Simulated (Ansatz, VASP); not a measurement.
Two plane-wave programs on Si16Ge (a cell with a defect)

```
Si Ge
1.0
     0.00000    5.43000    5.43000
     5.43000    0.00000    5.43000
     5.43000    5.43000    0.00000
Si Ge
16 1
Cartesian
  -0.1255 0.1275 -0.1337
  1.4850 1.4873 1.2296
  2.9757 2.4568 -0.2611
  3.9474 3.9468 1.2291
  2.8478 0.1276 2.8402
  3.8126 1.6200 4.3320
  5.3042 2.5870 2.8403
  6.9156 3.9467 4.1968
  0.0906 2.7388 2.6242
  1.2694 4.1622 4.0452
  2.6927 5.3392 2.6227
  4.3509 6.5093 3.7941
  2.4350 2.9943 5.7101
  4.0997 4.1625 6.8757
  5.5223 5.3389 5.4521
  6.6972 6.7609 6.8775
  6.1161 4.7493 2.0280
```

Alike in both runs: functional PBEsol; k mesh 2 × 2 × 2; occupations gaussian, width 0.02 eV; no spin polarisation.

Ansatz relaxed the structure, and its values are those at the end. VASP's run is a single point on that final structure, the one shown.

```csv
,VASP,Ansatz
version,VASP 6.6.1,Ansatz 0.2.0
potentials or method,"VASP PAW PBE potentials, release 64 (Si, Ge_d)","scalar-relativistic, plane waves, PAW"
plane-wave cutoff (eV),520,420
valence electrons in the cell,78,78
```

```csv
,VASP,Ansatz,Ansatz less VASP
rms of the force components (eV/Å),0.011,0.010,-0.0014
```

The functional is the same, so the differences come from potentials, cutoffs and numerics. Ansatz warned: «pseudo_functional_mismatch».

Caveats: the k mesh is coarse (spacing up to 0.50 Å⁻¹), so the values aren't converged; the PAW data sets were made with another functional, which shifts forces and pressure a little (VASP).
